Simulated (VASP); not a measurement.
# TePb in VASP: further runs, part 3 of 3

VASP 6.6.1. The steps go on from the part before.

## Step 5: Single point, PBE

The input, INCAR:

```
PREC     = Accurate       # precision mode
ENCUT    = 520            # plane-wave cutoff, eV
EDIFF    = 1E-6           # SCF threshold, eV
ISMEAR   = 0              # smearing method
SIGMA    = 0.05           # smearing width, eV
LREAL    = False          # projectors in reciprocal space
LASPH    = True           # aspherical terms in the spheres
NELM     = 80             # most SCF steps
ALGO     = Normal         # electronic algorithm
ISIF     = 2              # what is computed and relaxed
LWAVE    = False          # write WAVECAR
LCHARG   = True           # write CHGCAR
GGA      = PE             # functional
LELF     = True           # ELF
LVHAR    = True         
NBANDS   = 17             # bands
```

The input, KPOINTS:

```
regular mesh
0
Gamma
  6 6 6
```

The input, POSCAR:

```
TePb
1.0
    0.0000000000      3.2471550000      3.1989307195
    3.2471550000      0.0000000000      3.1989307195
    3.2471550000      3.2471550000      0.0000000000
Te Pb
1 1
Direct
    0.5000000000      0.5000000000      0.5000000000
    0.0000000000      0.0000000000      0.0000000000
```

Potentials or basis: VASP PAW PBE potentials, release 64 (Te, Pb_d).

On the command line:

```bash
$ cat potpaw_PBE.64/Te/POTCAR potpaw_PBE.64/Pb_d/POTCAR > POTCAR
$ mpirun -np 1 vasp_std > vasp.out
```

OUTCAR:

```text
PREC = Accurate
   ENCUT = 520
   EDIFF = 1E-6
   ISMEAR = 0
   LREAL = False
   LASPH = True
   NELM = 80
   ISIF = 2
   GGA = PE

 ion  position               nearest neighbor table
   1  0.500  0.500  0.500-   2 3.20   2 3.20   2 3.25   2 3.25   2 3.25   2 3.25
   2  0.000  0.000  0.000-   1 3.20   1 3.20   1 3.25   1 3.25   1 3.25   1 3.25

  LATTYP: Found a body centered tetragonal cell.
 ALAT       =     4.5921706401
 C/A-ratio  =     1.3932107364

  Lattice vectors:

 A1 = (   0.0000000000,  -3.2471550000,  -3.1989307195)
 A2 = (   0.0000000000,   3.2471550000,  -3.1989307195)
 A3 = (   3.2471550000,   0.0000000000,   3.1989307195)

Analysis of symmetry for initial positions (statically):
=====================================================================
 Subroutine PRICEL returns:
 Original cell was already a primitive cell.

 Routine SETGRP: Setting up the symmetry group for a
 body centered tetragonal supercell.

 Subroutine GETGRP returns: Found 16 space group operations
 (whereof 16 operations were pure point group operations)
 out of a pool of 16 trial point group operations.

The static configuration has the point symmetry D_4h.

Analysis of symmetry for dynamics (positions and initial velocities):
=====================================================================
 Subroutine PRICEL returns:
 Original cell was already a primitive cell.

 Routine SETGRP: Setting up the symmetry group for a
 body centered tetragonal supercell.

 Subroutine GETGRP returns: Found 16 space group operations
 (whereof 16 operations were pure point group operations)
 out of a pool of 16 trial point group operations.

The dynamic configuration has the point symmetry D_4h.

 Subroutine INISYM returns: Found 16 space group operations
 (whereof 16 operations are pure point group operations),
 and found     1 'primitive' translations

----------------------------------------------------------------------------------------

                                     Primitive cell

  volume of cell :      67.4592

  direct lattice vectors                    reciprocal lattice vectors
     0.000000000  3.247155000  3.198930719    -0.153980946  0.153980946  0.156302228
     3.247155000  0.000000000  3.198930719     0.153980946 -0.153980946  0.156302228
     3.247155000  3.247155000  0.000000000     0.153980946  0.153980946 -0.156302228

  length of vectors
     4.558198476  4.558198476  4.592170640     0.268049716  0.268049716  0.268049716

  position of ions in fractional coordinates (direct lattice)
     0.500000000  0.500000000  0.500000000
     0.000000000  0.000000000  0.000000000

  ion indices of the primitive-cell ions
   primitive index   ion index
                 1           1
                 2           2

----------------------------------------------------------------------------------------

 KPOINTS: regular mesh

Automatic generation of k-mesh.
 Grid dimensions read from file:
 generate k-points for:    6    6    6

 Generating k-lattice:

  Cartesian coordinates                     Fractional coordinates (reciprocal lattice)
    -0.025663491  0.025663491  0.026050371     0.166666667 -0.000000000  0.000000000
     0.025663491 -0.025663491  0.026050371    -0.000000000  0.166666667  0.000000000
     0.025663491  0.025663491 -0.026050371     0.000000000  0.000000000  0.166666667

  Length of vectors
     0.044674953  0.044674953  0.044674953

  Shift w.r.t. Gamma in fractional coordinates (k-lattice)
     0.000000000  0.000000000  0.000000000

 Subroutine IBZKPT returns following result:
 ===========================================

 Found     30 irreducible k-points:

 Following reciprocal coordinates:
            Coordinates               Weight
  0.000000  0.000000  0.000000      1.000000
  0.166667 -0.000000  0.000000      8.000000
  0.333333 -0.000000  0.000000      8.000000
  0.500000 -0.000000  0.000000      4.000000
  0.166667  0.166667  0.000000      2.000000
  0.333333  0.166667  0.000000      8.000000
[... 16 lines left out ...]
  0.333333  0.000000  0.333333      4.000000
  0.500000  0.000000  0.333333     16.000000
 [... further k-points ...]
   k-points           NKPTS =     30   k-points in BZ     NKDIM =     30   number of bands    NBANDS=     17
   number of dos      NEDOS =    301   number of ions     NIONS =      2
   total plane-waves  NPLWV =  46656
   dimension x,y,z NGX =    36 NGY =   36 NGZ =   36
   dimension x,y,z NGXF=    72 NGYF=   72 NGZF=   72
   ions per type =               1   1
   NGX,Y,Z   is equivalent  to a cutoff of  13.13, 13.13, 13.03 a.u.
   NGXF,Y,Z  is equivalent  to a cutoff of  26.26, 26.26, 26.07 a.u.
 SYSTEM =  unknown system
   PREC   = accura    normal or accurate (medium, high low for compatibility)
   ISTART =      0    job   : 0-new  1-cont  2-samecut
   ICHARG =      2    charge: 1-file 2-atom 10-const
   ISPIN  =      1    spin polarized calculation?
   LNONCOLLINEAR =      F non collinear calculations
   LSORBIT =      F    spin-orbit coupling
   LASPH  =      T    aspherical Exc in radial PAW
   ENCUT  =  520.0 eV  38.22 Ry    6.18 a.u.   8.48  8.48  8.54*2*pi/ulx,y,z
   NELM   =     80;   NELMIN=  2; NELMDL= -5     # of ELM steps
   EDIFF  = 0.1E-05   stopping-criterion for ELM
   LREAL  =      F    real-space projection
   EDIFFG = 0.1E-04   stopping-criterion for IOM
   NSW    =      0    number of steps for IOM
   IBRION =     -1    ionic relax: 0-MD 1-quasi-New 2-CG
   NFREE  =      0    steps in history (QN), initial steepest desc. (CG)
   ISIF   =      2    stress and relaxation
   ISYM   =      2    0-nonsym 1-usesym 2-fastsym
   POTIM  = 0.5000    time-step for ionic-motion
   TEBEG  =    0.0;   TEEND  =   0.0 temperature during run
   PSTRESS=    0.0 pullay stress
   NELECT =      20.0000    total number of electrons
   NUPDOWN=      -1.0000    fix difference up-down
   EMIN   =  10.00;   EMAX   =-10.00  energy-range for DOS
   EFERMI =   0.00;   METHOD = LEGACY
   ISMEAR =     0;   SIGMA  =   0.05  broadening in eV -4-tet -1-fermi 0-gaus
   EFERMI_NEDOS =   21; number of points for ismear=-14 and -15
   IALGO  =     38    algorithm
   IMIX   =      4    mixing-type and parameters
     AMIX     =   0.40;   BMIX     =  1.00
     AMIX_MAG =   1.60;   BMIX_MAG =  1.00
  volume/ion in A,a.u.               =      33.73       227.62
  Fermi-wavevector in a.u.,A,eV,Ry     =   1.091619  2.062861 16.213147  1.191633
  Thomas-Fermi vector in A             =   2.227868
   LORBIT       =      0    0 simple, 1 ext, 2 COOP (PROOUT), +10 PAW based schemes
   GGA     = PE    functional components
   LHFCALC =     F    Hartree Fock is set to
   AEXX    =    0.0000 exact exchange contribution
   IVDW    =     0    specifies the selected vdW correction
   LEPSILON=     F    determine dielectric tensor
   LRPA    =     F    only Hartree local field effects (RPA)
 non-spin polarized calculation
 Gauss-broadening in eV      SIGMA  =   0.05
  energy-cutoff  :      520.00
  volume of cell :       67.46
 maximum number of plane-waves:      1836
 NGX is ok and might be reduce to    36
   NGX = 17   NGY = 17   NGZ = 17

 number of electron      20.0000003 magnetization

 Free energy of the ion-electron system (eV)
  ---------------------------------------------------
  ext. energy  EPLUGINS =         0.00000000
  ---------------------------------------------------
  free energy    TOTEN  =        -7.49816426 eV

  energy without entropy =       -7.49816426  energy(sigma->0) =       -7.49816426

 E-fermi :   5.9155     XC(G=0):  -9.3005

 val. band max:        5.6323026752   @ k =   0.5000  -0.0000   0.0000
 cond. band min:       6.3555800314   @ k =   0.5000  -0.0000   0.0000
 fundamental gap:      0.7232773562
 Fermi energy:         5.9154569670

 k-point     1 :       0.0000    0.0000    0.0000
  band No.  band energies     occupation
      1     -11.1006      2.00000
      2     -11.0948      2.00000
      3     -11.0911      2.00000
      4     -11.0868      2.00000
      5     -11.0868      2.00000
      6      -6.3955      2.00000
[... 9 lines left out ...]
     16      11.4807      0.00000
     17      12.9910      0.00000

 k-point     2 :       0.1667   -0.0000    0.0000
  band No.  band energies     occupation
      1     -11.1035      2.00000
      2     -11.0986      2.00000
      3     -11.0890      2.00000
      4     -11.0843      2.00000
      5     -11.0830      2.00000
      6      -6.1590      2.00000
[... 9 lines left out ...]
     16      11.9454      0.00000
     17      14.5830      0.00000
[... 421 lines left out ...]
 k-point    24 :       0.5000    0.0000    0.3333
  band No.  band energies     occupation
      1     -11.1476      2.00000
      2     -11.0916      2.00000
      3     -11.0913      2.00000
      4     -11.0709      2.00000
      5     -11.0636      2.00000
      6      -4.8207      2.00000
[... 9 lines left out ...]
     16      15.7260      0.00000
     17      16.4362      0.00000

 [... further k-points ...]
[... 5 lines left out ...]
  --------------------------------------------------------------------------------------
  -------------------------------------------------------------------------------------
  Total        0.6227076      0.6227076      1.4176819      0.0000000     -0.0000000      0.0000000
  in kB       14.7895136     14.7895136     33.6704188      0.0000000     -0.0000000      0.0000000
  external PRESSURE =      21.0831487 kB  Pullay stress =       0.0000000 kB

 VOLUME and BASIS-vectors are now :
 -----------------------------------------------------------------------------
  energy-cutoff  :      520.00
  volume of cell :       67.46
      direct lattice vectors                 reciprocal lattice vectors
     0.000000000  3.247155000  3.198930719    -0.153980946  0.153980946  0.156302228
     3.247155000  0.000000000  3.198930719     0.153980946 -0.153980946  0.156302228
     3.247155000  3.247155000  0.000000000     0.153980946  0.153980946 -0.156302228

 POSITION                                       TOTAL-FORCE (eV/Angst)
 -----------------------------------------------------------------------------------
      3.24715      3.24715      3.19893         0.000000      0.000000      0.000000
      0.00000      0.00000      0.00000         0.000000      0.000000     -0.000000
 -----------------------------------------------------------------------------------
    total drift:                               -0.000000      0.000000      0.000000

  FREE ENERGIE OF THE ION-ELECTRON SYSTEM (eV)
  ---------------------------------------------------
  free  energy   TOTEN  =        -7.4981642592 eV

  energy  without entropy=       -7.4981642592  energy(sigma->0) =       -7.49816426
```

Run time: 16 s. Hardware: 1 thread of Intel Xeon Platinum 8559C (Emerald Rapids), shared host; peak memory 0.21 GiB.

Results:

- Free energy: -7.4982 eV
- Pressure: 2.1 GPa
- Band gap on the k mesh: 0.72 eV, direct

Stress tensor (GPa, compression positive):
```
1.48 0.00 0.00
0.00 1.48 0.00
0.00 0.00 3.37
```

Caveat: spin-orbit coupling is left out, which moves the levels of the heavy elements.

## Step 6: Overview

```csv
cell,gap on the mesh (eV),pressure (GPa)
"a = 4.569 Å, angles 60.0°, 2 atoms",0.74,2.1
"a = 4.593, b = 4.593, c = 4.524 Å, angles 60.5, 60.5, 59.0°, 2 atoms",0.69,2.2
"a = 4.581, b = 4.581, c = 4.546 Å, angles 60.2, 60.2, 59.5°, 2 atoms",0.72,2.1
"a = 4.558, b = 4.558, c = 4.592 Å, angles 59.8, 59.8, 60.5°, 2 atoms",0.72,2.1
```

Alike in all rows: task single point; level PBE; potentials or basis VASP PAW PBE potentials, release 64 (Te, Pb_d); no spin polarisation; k mesh 6 × 6 × 6; cutoff (eV) 520; smearing gaussian 0.05 eV.

Caveats: spin-orbit coupling is left out, which moves the levels of the heavy elements.

Absolute energies hang on the potentials; compare differences alone.

## Step 7: Against experiment

Step 2. Measured gap of TePb: 0.19 eV (direct; 4.2 K; a printed reference work, monograph). This calculation gives 0.74 eV (+0.55 eV). Spin-orbit coupling on Pb, Te is left out. The value is that of PBE on a finite k mesh, which can miss the band edges, without temperature or zero-point motion.
